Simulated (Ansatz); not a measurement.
CuI (Marshite):

```
I Cu
1.0
     0.00000    3.03150    3.03150
     3.03150    0.00000    3.03150
     3.03150    3.03150    0.00000
I Cu
1 1
Cartesian
  0.0000 0.0000 0.0000
  4.5473 4.5473 4.5473
```

* Program: Ansatz 0.2.0
* Task: relaxation of cell and atoms
* Functional: PBE
* Dispersion: D3(BJ)
* Potentials or basis: all-electron LAPW, scalar-relativistic
* Basis error allowed: 0.001 eV/atom
* k mesh: 8 × 8 × 8
* Occupations: fermi-dirac, width 0.05 eV
* Spin: no spin polarisation

At the start: volume 27.86 Å³/atom.

Task: How do energy, volume and symmetry change on relaxing?

Result: Over 3 steps the energy falls by 7.8 meV/atom and the volume is 26.62 Å³/atom (-4.4 %); space group F-43m (No. 216, to 0.05 Å).

Step by step:
| step | energy change (eV) | largest force (eV/Å) | volume (Å³) |
| --- | --- | --- | --- |
| 1 | 0.0000 | 0.0000 | 55.72 |
| 2 | -0.0157 | 0.0000 | 53.24 |
| 3 | -0.0157 | 0.0000 | 53.24 |

Final structure:
```yaml
crystal:
  lattice:
    - [0.00000, 2.98592, 2.98592]
    - [2.98592, 0.00000, 2.98592]
    - [2.98592, 2.98592, 0.00000]
  atoms:
    - { symbol: I, position: [0.00000, 0.00000, 0.00000] }
    - { symbol: Cu, position: [0.75000, 0.75000, 0.75000] }
```
